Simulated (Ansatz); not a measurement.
Space group F-43m (No. 216). a = 6.635 Å, b = 6.635 Å, c = 6.635 Å, α = 90.00°, β = 90.00°, γ = 90.00°
| atom | site | symmetry | x | y | z |
| --- | --- | --- | --- | --- | --- |
| In | 4a | -43m | 0.0000 | 0.0000 | 0.0000 |
| Sb | 4d | -43m | 0.2500 | 0.2500 | 0.7500 |

Equation of state of this InSb structure (not necessarily the ground state), with shape and atoms relaxed at each volume where symmetry leaves them free. These are results of Ansatz 0.2.0, DFT PBE, scalar-relativistic, plane waves, PAW, not measurements.

Plane waves to 420 eV, a k mesh through Γ of 14×14×14 on the computed 2-atom cell and Gaussian smearing (0.10 eV); no spin polarisation.

| V (Å³/atom) | E − E(largest V) (meV/atom) | P (GPa) | gap on mesh (eV) |
| --- | --- | --- | --- |
| 32.128 | 42.85 | 6.41 | 0.14 |
| 33.223 | 6.25 | 4.36 | 0.00 |
| 34.318 | -17.55 | 2.65 | 0.00 |
| 35.413 | -30.59 | 1.21 | 0.00 |
| 36.509 | -34.61 | 0.00 | 0.00 |
| 37.604 | -31.07 | -1.01 | 0.00 |
| 38.699 | -21.22 | -1.85 | 0.00 |
| 40.160 | 0.00 | -2.77 | 0.00 |

Problem. Fit a third-order Birch–Murnaghan equation, E = E0 + (9V0B0/16)·[(x − 1)³B0' + (x − 1)²(6 − 4x)] with x = (V0/V)^(2/3), to E(V).

Solution. V0 = 36.51 Å³/atom, B0 = 37 GPa, B0' = 4.9.

Spin-orbit coupling is left out, which matters for the bands of heavy elements.

It was relaxed from a cell as deposited in COD.
